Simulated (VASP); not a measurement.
Here is a VASP 6.6.1 calculation.

File INCAR:

```
SYSTEM = MoSe2
  ALGO = Normal
  EDIFF = 1E-6
  EDIFFG = -0.01
  ENCUT = 600
  IBRION = 2
  ISIF = 3
  ISMEAR = 0
  KPAR = 2
  LASPH = .TRUE.
  LCHARG = .FALSE.
  LREAL = .FALSE.
  LWAVE = .FALSE.
  NELM = 80
  NSW = 90
  PREC = Accurate
  SIGMA = 0.03
```

Contents of KPOINTS:

```
k-points
0
G
  9 9 2
  0 0 0
```

File POSCAR:

```
MoSe2
1.0
    3.2880000000      0.0000000000      0.0000000000
   -1.6440000000      2.8474915276      0.0000000000
    0.0000000000      0.0000000000     12.9000000000
Mo Se
2 4
Direct
    0.3333333333      0.6666666667      0.2500000000
    0.6666666667      0.3333333333      0.7500000000
    0.3333333333      0.6666666667      0.6250000000
    0.6666666667      0.3333333333      0.1250000000
    0.3333333333      0.6666666667      0.8750000000
    0.6666666667      0.3333333333      0.3750000000
```

Potentials or basis: VASP PAW LDA potentials, release 64 (Mo_sv, Se).

Command:

```bash
$ cat potpaw_LDA.64/Mo_sv/POTCAR potpaw_LDA.64/Se/POTCAR > POTCAR
$ mpirun -np 2 vasp_std > vasp.out
```

Predict the band gap on the k mesh.

0.83 eV, indirect (least direct gap 1.51 eV).

Predict the relaxed cell.

a = 3.252 Å, b = 3.252 Å, c = 12.739 Å, α = 90.00°, β = 90.00°, γ = 120.00°.

Predict the relaxed volume.

19.44 Å³/atom.

Final structure:
```
Mo Se
1.0
     3.25181    0.00000    0.00000
    -1.62590    2.81615    0.00000
     0.00000    0.00000   12.73877
Mo Se
2 4
Cartesian
  0.0000 1.8774 3.1847
  1.6259 0.9387 9.5541
  0.0000 1.8774 7.8936
  1.6259 0.9387 1.5243
  0.0000 1.8774 11.2145
  1.6259 0.9387 4.8451
```

Caveat: an odd mesh through Γ misses points on the zone boundary, where band edges often lie. LDA usually gives volumes a few per cent too small.
